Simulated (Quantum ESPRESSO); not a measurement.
# Nd in Quantum ESPRESSO: the effect of Hubbard term

Crystal: Nd.

```xyz
1
Lattice="-2.0755 2.0755 2.0755 2.0755 -2.0755 2.0755 2.0755 2.0755 -2.0755" Properties=species:S:1:pos:R:3 pbc="T T T"
Nd    0.0000    0.0000    0.0000
```

This isn't the form of Nd at room conditions, which is double hcp.

Alike in all runs:

* Program: Quantum ESPRESSO 7.5
* Task: single point
* Functional: LDA
* Potentials or basis: SSSP 1.3 efficiency PBE
* Cutoff: 748 eV
* Density cutoff: 5987 eV
* k mesh: 9 × 9 × 9
* Occupations: fermi-dirac, width 0.05 eV
* Spin: collinear spin, ferromagnetic start
* Starting moments: [3.0] μB
* Hubbard projectors: atomic
* Form of the LDA correlation: PZ81
* Mixing beta: 0.3
* Most SCF iterations: 120
* SCF threshold: 2e-10 Ry

```tsv
Hubbard term	pressure (GPa)	moment (μB)
none	?	?
Nd f U = 2 eV	-5.6	4.01
Nd f U = 3 eV	-5.6	4.01
Nd f U = 4 eV	-5.5	3.99
Nd f U = 5 eV	-5.5	3.98
```

Task: What does the run with Hubbard term none give?

Result: Pressure -6.2 GPa; moment 4.04 μB.

Worked out: A straight line through the other rows of the pressure, of slope 0.04 GPa per eV, extrapolates to -5.7 GPa, against the run's -6.2. The fit is too stiff a form for this range. A straight line through the other rows of the moment, of slope -0.011 μB per eV, extrapolates to 4.04 μB, against the run's 4.04.

Caveats: the potentials were made for another functional, which shifts forces and pressure; the magnetic or orbital state may not be the lowest.
